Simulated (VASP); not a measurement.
# Ni (Fm-3m) in VASP: notebook

The runs below take Ni through relaxation of cell and atoms, single point, with PBEsol.

Everything below comes from runs of VASP 6.6.1. Logs are shortened: lines on timing, memory, paths and dates and some standing lists are left out, and cuts for length are marked.

### Step 1. The structure

It takes space group Fm-3m (No. 225, cubic). The conventional cell has a = 3.524 Å, b = 3.524 Å, c = 3.524 Å, α = 90.00°, β = 90.00°, γ = 90.00°. Around Ni (site symmetry m-3m) lie 12 Ni at 2.49 Å.

### Step 2. Relaxation of cell and atoms, PBEsol, collinear spin, ferromagnetic start

INCAR

```
SYSTEM = Ni
ALGO = Normal
EDIFF = 1E-7
EDIFFG = -0.002
ENCUT = 520
GGA = PS
IBRION = 2
ISIF = 3
ISMEAR = 0
ISPIN = 2
LASPH = .True.
LCHARG = .False.
LMAXMIX = 4
LORBIT = 11
LREAL = .False.
LWAVE = .False.
MAGMOM = 0.8
NELM = 150
NSW = 80
PREC = Accurate
SIGMA = 0.1
```

KPOINTS

```
k-points
0
Gamma
  20 20 20
  0 0 0
```

POSCAR

```
Ni
1.0
    0.0000000000      1.7619350000      1.7619350000
    1.7619350000      0.0000000000      1.7619350000
    1.7619350000      1.7619350000      0.0000000000
Ni
1
Direct
    0.0000000000      0.0000000000      0.0000000000
```

Potentials or basis: VASP PAW PBE potentials, release 64 (Ni).

Launch:

```console
cat potpaw_PBE.64/Ni/POTCAR > POTCAR
mpirun -np 1 vasp_std > vasp.out
```

OUTCAR:

```text
SYSTEM = Ni
   EDIFF = 1E-7
   EDIFFG = -0.002
   ENCUT = 520
   GGA = PS
   IBRION = 2
   ISIF = 3
   ISMEAR = 0
   ISPIN = 2
   LASPH = .True.
   LORBIT = 11
   LREAL = .False.
   NELM = 150
   NSW = 80
   PREC = Accurate

 ion  position               nearest neighbor table
   1  0.000  0.000  0.000-

  LATTYP: Found a face centered cubic cell.
 ALAT       =     3.5238700000

  Lattice vectors:

 A1 = (   0.0000000000,   1.7619350000,   1.7619350000)
 A2 = (   1.7619350000,   0.0000000000,   1.7619350000)
 A3 = (   1.7619350000,   1.7619350000,   0.0000000000)

Analysis of symmetry for initial positions (statically):
=====================================================================
 Subroutine PRICEL returns:
 Original cell was already a primitive cell.

 Routine SETGRP: Setting up the symmetry group for a
 face centered cubic supercell.

 Subroutine GETGRP returns: Found 48 space group operations
 (whereof 48 operations were pure point group operations)
 out of a pool of 48 trial point group operations.

The static configuration has the point symmetry O_h .

Analysis of symmetry for dynamics (positions and initial velocities):
=====================================================================
 Subroutine PRICEL returns:
 Original cell was already a primitive cell.

 Routine SETGRP: Setting up the symmetry group for a
 face centered cubic supercell.

 Subroutine GETGRP returns: Found 48 space group operations
 (whereof 48 operations were pure point group operations)
 out of a pool of 48 trial point group operations.

The dynamic configuration has the point symmetry O_h .

Analysis of structural, dynamic, and magnetic symmetry:
=====================================================================
 Subroutine PRICEL returns:
 Original cell was already a primitive cell.

 Routine SETGRP: Setting up the symmetry group for a
 face centered cubic supercell.

 Subroutine GETGRP returns: Found 48 space group operations
 (whereof 48 operations were pure point group operations)
 out of a pool of 48 trial point group operations.

The overall configuration has the point symmetry O_h .

 Subroutine INISYM returns: Found 48 space group operations
 (whereof 48 operations are pure point group operations),
 and found     1 'primitive' translations

----------------------------------------------------------------------------------------

                                     Primitive cell

  volume of cell :      10.9396

  direct lattice vectors                    reciprocal lattice vectors
     0.000000000  1.761935000  1.761935000    -0.283778914  0.283778914  0.283778914
     1.761935000  0.000000000  1.761935000     0.283778914 -0.283778914  0.283778914
     1.761935000  1.761935000  0.000000000     0.283778914  0.283778914 -0.283778914

  length of vectors
     2.491752373  2.491752373  2.491752373     0.491519496  0.491519496  0.491519496

  position of ions in fractional coordinates (direct lattice)
     0.000000000  0.000000000  0.000000000

  ion indices of the primitive-cell ions
   primitive index   ion index
                 1           1

----------------------------------------------------------------------------------------

 KPOINTS: k-points

Automatic generation of k-mesh.
 Grid dimensions read from file:
 generate k-points for:   20   20   20

 Generating k-lattice:

  Cartesian coordinates                     Fractional coordinates (reciprocal lattice)
    -0.014188946  0.014188946  0.014188946     0.050000000  0.000000000  0.000000000
     0.014188946 -0.014188946  0.014188946     0.000000000  0.050000000  0.000000000
     0.014188946  0.014188946 -0.014188946     0.000000000  0.000000000  0.050000000

  Length of vectors
     0.024575975  0.024575975  0.024575975

  Shift w.r.t. Gamma in fractional coordinates (k-lattice)
     0.000000000  0.000000000  0.000000000

 Subroutine IBZKPT returns following result:
 ===========================================

 Found    256 irreducible k-points:

 Following reciprocal coordinates:
            Coordinates               Weight
  0.000000  0.000000  0.000000      1.000000
  0.050000  0.000000  0.000000      8.000000
  0.100000  0.000000  0.000000      8.000000
  0.150000  0.000000  0.000000      8.000000
  0.200000  0.000000  0.000000      8.000000
  0.250000  0.000000  0.000000      8.000000
[... 16 lines left out ...]
 -0.400000  0.050000  0.000000     24.000000
 -0.350000  0.050000  0.000000     24.000000
 [... further k-points ...]
   k-points           NKPTS =    256   k-points in BZ     NKDIM =    256   number of bands    NBANDS=      9
   number of dos      NEDOS =    301   number of ions     NIONS =      1
   total plane-waves  NPLWV =   8000
   dimension x,y,z NGX =    20 NGY =   20 NGZ =   20
   dimension x,y,z NGXF=    40 NGYF=   40 NGZF=   40
   ions per type =               1
   NGX,Y,Z   is equivalent  to a cutoff of  13.34, 13.34, 13.34 a.u.
   NGXF,Y,Z  is equivalent  to a cutoff of  26.69, 26.69, 26.69 a.u.
 SYSTEM =  Ni
   PREC   = accura    normal or accurate (medium, high low for compatibility)
   ISTART =      0    job   : 0-new  1-cont  2-samecut
   ICHARG =      2    charge: 1-file 2-atom 10-const
   ISPIN  =      2    spin polarized calculation?
   LNONCOLLINEAR =      F non collinear calculations
   LSORBIT =      F    spin-orbit coupling
   LASPH  =      T    aspherical Exc in radial PAW
   ENCUT  =  520.0 eV  38.22 Ry    6.18 a.u.   4.63  4.63  4.63*2*pi/ulx,y,z
   NELM   =    150;   NELMIN=  2; NELMDL= -5     # of ELM steps
   EDIFF  = 0.1E-06   stopping-criterion for ELM
   LREAL  =      F    real-space projection
   EDIFFG = -.2E-02   stopping-criterion for IOM
   NSW    =     80    number of steps for IOM
   IBRION =      2    ionic relax: 0-MD 1-quasi-New 2-CG
   NFREE  =      1    steps in history (QN), initial steepest desc. (CG)
   ISIF   =      3    stress and relaxation
   ISYM   =      2    0-nonsym 1-usesym 2-fastsym
   POTIM  = 0.5000    time-step for ionic-motion
   TEBEG  =    0.0;   TEEND  =   0.0 temperature during run
   PSTRESS=    0.0 pullay stress
   NELECT =      10.0000    total number of electrons
   NUPDOWN=      -1.0000    fix difference up-down
   EMIN   =  10.00;   EMAX   =-10.00  energy-range for DOS
   EFERMI =   0.00;   METHOD = LEGACY
   ISMEAR =     0;   SIGMA  =   0.10  broadening in eV -4-tet -1-fermi 0-gaus
   EFERMI_NEDOS =   21; number of points for ismear=-14 and -15
   IALGO  =     38    algorithm
   IMIX   =      4    mixing-type and parameters
     AMIX     =   0.40;   BMIX     =  1.00
     AMIX_MAG =   1.60;   BMIX_MAG =  1.00
  volume/ion in A,a.u.               =      10.94        73.82
  Fermi-wavevector in a.u.,A,eV,Ry     =   1.588821  3.002436 34.345893  2.524352
  Thomas-Fermi vector in A             =   2.687765
   LORBIT       =     11    0 simple, 1 ext, 2 COOP (PROOUT), +10 PAW based schemes
   GGA     = PS    functional components
   LHFCALC =     F    Hartree Fock is set to
   AEXX    =    0.0000 exact exchange contribution
   IVDW    =     0    specifies the selected vdW correction
   LEPSILON=     F    determine dielectric tensor
   LRPA    =     F    only Hartree local field effects (RPA)
 conjugate gradient relaxation of ions
 spin polarized calculation
 Gauss-broadening in eV      SIGMA  =   0.10
  energy-cutoff  :      520.00
  volume of cell :       10.94
 maximum number of plane-waves:       306
   NGX =  9   NGY =  9   NGZ =  9

--------------------------------------- Ionic step        1  -------------------------------------------

 number of electron      10.0000010 magnetization       0.6305348

 Free energy of the ion-electron system (eV)
  ---------------------------------------------------
  ext. energy  EPLUGINS =         0.00000000
  ---------------------------------------------------
  free energy    TOTEN  =        -6.12070367 eV

  energy without entropy =       -6.11165841  energy(sigma->0) =       -6.11618104

------------------------ aborting loop because EDIFF is reached ----------------------------------------

  FORCE on cell =-STRESS in cart. coord.  units (eV):
  Direction    XX          YY          ZZ          XY          YZ          ZX
  --------------------------------------------------------------------------------------
  -------------------------------------------------------------------------------------
  Total       -0.7169051     -0.7169051     -0.7169051      0.0000000      0.0000000      0.0000000
  in kB     -104.9959665   -104.9959665   -104.9959665      0.0000000      0.0000000      0.0000000
  external PRESSURE =    -104.9959665 kB  Pullay stress =       0.0000000 kB
[... 20 lines left out ...]
  energy  without entropy=       -6.1116584086  energy(sigma->0) =       -6.11618104

--------------------------------------- Ionic step        2  -------------------------------------------

 number of electron       9.9999999 magnetization       0.6149592

 E-fermi :  10.6794     XC(G=0): -14.0409

 val. band max:       10.6785773956   @ k =   0.4500   0.1500   0.0500
 cond. band min:      10.6832505862   @ k =   0.3500   0.2500   0.0500
 fundamental gap:      0.0046731906
 Fermi energy:        10.6794165696

 spin component 1

 k-point     1 :       0.0000    0.0000    0.0000
  band No.  band energies     occupation
      1       0.8966      1.00000
      2       7.9825      1.00000
      3       7.9825      1.00000
      4       7.9825      1.00000
      5       9.3292      1.00000
      6       9.3292      1.00000
      7      35.2188      0.00000
      8      39.8534      0.00000
      9      39.8534      0.00000
[... 705 lines left out ...]
  energy  without entropy=       -6.1315412721  energy(sigma->0) =       -6.13578444

--------------------------------------- Ionic step        6  -------------------------------------------

 number of electron       9.9999995 magnetization       0.6227506

 Free energy of the ion-electron system (eV)
  ---------------------------------------------------
  ext. energy  EPLUGINS =         0.00000000
  ---------------------------------------------------
  free energy    TOTEN  =        -6.14003144 eV

  energy without entropy =       -6.13155319  energy(sigma->0) =       -6.13579232

 E-fermi :   9.8699     XC(G=0): -13.7174

 val. band max:        9.8695164214   @ k =  -0.4000   0.2500   0.0000
 cond. band min:       9.8710832827   @ k =   0.4000   0.0000   0.0000
 fundamental gap:      0.0015668613
 Fermi energy:         9.8698543581

 spin component 1

 k-point     1 :       0.0000    0.0000    0.0000
  band No.  band energies     occupation
      1       0.4761      1.00000
      2       7.3187      1.00000
      3       7.3187      1.00000
      4       7.3187      1.00000
      5       8.5692      1.00000
      6       8.5692      1.00000
      7      33.9660      0.00000
      8      38.1757      0.00000
      9      38.1757      0.00000
[... 596 lines left out ...]
  FREE ENERGIE OF THE ION-ELECTRON SYSTEM (eV)
  ---------------------------------------------------
  free  energy   TOTEN  =        -6.1400314423 eV

  energy  without entropy=       -6.1315531897  energy(sigma->0) =       -6.13579232

 reached required accuracy - stopping structural energy minimisation

 total charge

# of ion       s       p       d       tot
------------------------------------------
    1        0.521   0.547   8.333   9.401

 magnetization (x)

# of ion       s       p       d       tot
------------------------------------------
    1       -0.006  -0.024   0.659   0.628
```

Wall time 96 s (1 thread of Intel Xeon 6975P-C (Granite Rapids), shared host); peak memory 0.18 GiB.

What came out:

```yaml
Free_energy: -6.1400 eV
Relaxed_volume: 10.38 Å³/atom
Relaxed_cell: a = 2.448 Å, b = 2.448 Å, c = 2.448 Å, α = 60.00°, β = 60.00°, γ = 60.00°
Space_group_after_relaxing_to_0.05_Å: Fm-3m (No. 225)
Energy_gained_by_relaxing: 19.3 meV/atom
Ionic_steps: 6
Pressure_after_relaxing: 0.0 GPa
Band_gap_on_the_k_mesh: none (metal or under the smearing width)
Net_moment: 0.62 μB per cell
Site_moments: Ni +0.63 μB
Valence_electrons_inside_the_program's_atomic_spheres: Ni 9.40
```

Step by step:
| step | energy change (eV) | largest force (eV/Å) | pressure (GPa) | volume (Å³) |
| --- | --- | --- | --- | --- |
| 1 | 0.0000 | 0.0000 | -10.50 | 10.94 |
| 2 | 0.0025 | 0.0000 | 13.76 | 9.84 |
| 3 | -0.0193 | 0.0000 | -0.09 | 10.38 |
| 4 | -0.0193 | 0.0000 | 0.16 | 10.37 |
| 5 | -0.0193 | 0.0000 | -0.15 | 10.39 |
| 6 | -0.0193 | 0.0000 | 0.02 | 10.38 |

Final structure:
```cif
data_structure
_symmetry_space_group_name_H-M 'P 1'
_symmetry_Int_Tables_number 1
_cell_length_a 2.4485
_cell_length_b 2.4485
_cell_length_c 2.4485
_cell_angle_alpha 60.000
_cell_angle_beta 60.000
_cell_angle_gamma 60.000
_cell_volume 10.38
loop_
_atom_site_label
_atom_site_type_symbol
_atom_site_fract_x
_atom_site_fract_y
_atom_site_fract_z
_atom_site_occupancy
Ni1 Ni 0.00000 0.00000 0.00000 1
```

Levels at points of the mesh, in eV from the Fermi level:
Spin up:
| k point | band 3 | band 4 | band 5 | band 6 | band 7 | band 8 |
| --- | --- | --- | --- | --- | --- | --- |
| (0.00, 0.00, 0.00) | -2.55 | -2.55 | -1.30 | -1.30 | 24.10 | 28.31 |
| (0.50, 0.00, 0.00) | -2.54 | -0.58 | -0.58 | -0.43 | 5.98 | 22.57 |
| (0.50, 0.50, 0.00) | -0.54 | -0.43 | -0.43 | 2.42 | 9.62 | 15.21 |
Spin down:
```csv
k point,band 1,band 2,band 3,band 4,band 5,band 6,band 7,band 8,band 9
"(0.00, 0.00, 0.00)",-9.40,-1.83,-1.83,-1.83,-0.69,-0.69,23.99,28.30,28.30
"(0.50, 0.00, 0.00)",-4.70,-1.93,-1.93,-0.46,0.16,0.16,6.41,22.46,25.53
"(0.50, 0.50, 0.00)",-4.60,-3.87,0.10,0.40,0.40,2.41,9.89,15.24,15.24
```

Caveat: the PAW data sets were made with another functional, which shifts forces and pressure a little.

[end of part 1 of 2]
